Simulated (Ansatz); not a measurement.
**Ge under changes of volume**

One of the cells (19.416 Å³/atom); the others are scaled copies at fixed shape and fractional positions:

```xyz
4
Lattice="0.0000 2.8857 5.1157 2.6305 0.0000 5.1157 2.6305 2.8857 0.0000" Properties=species:S:1:pos:R:3 pbc="T T T"
Ge    2.6305    4.1929    5.1157
Ge    2.6305    1.5786    5.1157
Ge    2.6305    2.8857    2.2318
Ge    2.6305    2.8857    7.9995
```

This isn't the form of Ge at room conditions, which is diamond.

- Program: Ansatz 0.2.0
- Functional: PBE
- Potentials or basis: Ansatz PAW
- Cutoff: 420 eV (not typed: the program's choice for these potentials)
- k mesh: 7 × 7 × 7
- Occupations: fermi-dirac, width 0.05 eV
- Spin: no spin polarisation

```tsv
volume (Å³/atom)	energy over the lowest point (meV/atom)	pressure (GPa)	largest force (eV/Å)
18.251	?	?	?
18.640	7.07	3.0	0.089
19.028	1.74	1.4	0.071
19.416	0.00	0.0	0.055
19.805	1.47	-1.2	0.047
20.193	5.83	-2.4	0.050
20.581	12.82	-3.4	0.051
```

**Question.** What does the run at 18.251 Å³/atom give?

**Answer.** Energy over the lowest point 16.46 meV/atom; pressure 4.8 GPa; largest force 0.110 eV/Å.

Worked out: A Birch-Murnaghan fit of order 3 (a polynomial in V^(-2/3)) to the other rows has its minimum at 19.43 Å³/atom with B0 = V·E''(V) = 66 GPa and B' = 4.2 at fixed shape and positions, which overstates the stiffness. It gives 16.38 meV/atom at 18.251 Å³/atom, against the run's 16.46, and -dE/dV = 4.7 GPa, against 4.8.

Energies are extrapolated to zero smearing.
